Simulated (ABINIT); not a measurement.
# Ni in ABINIT: the effect of potentials

Ni:

```
Ni
1.0
    -1.38372    1.38372    1.38372
     1.38372   -1.38372    1.38372
     1.38372    1.38372   -1.38372
Ni
1
Cartesian
  0.0000 0.0000 0.0000
```

This isn't the form of Ni at room conditions, which is fcc.

Alike in all runs:

| Quantity | Value |
| --- | --- |
| Program | ABINIT 10.8.3 (patched build) |
| Task | single point |
| Functional | PBEsol |
| k mesh | 13 × 13 × 13 |
| Occupations | fermi-dirac, width 0.05 eV |
| Spin | collinear spin, ferromagnetic start |
| Starting moments | [1.0] μB |

```csv
potentials,cutoff,pressure (GPa),moment (μB)
PseudoDojo NC SR PBEsol v0.4.1 standard,1333 eV,-2.4,0.60
PseudoDojo NC SR PBEsol v0.4 stringent,1415 eV,-2.4,0.60
JTH PAW PBE v2.0,1116 eV,?,?
```

What does the run with potentials JTH PAW PBE v2.0 give?

Pressure -1.5 GPa; moment 0.59 μB.

Caveats: the PAW data sets were made with another functional, which shifts forces and pressure a little (some runs).
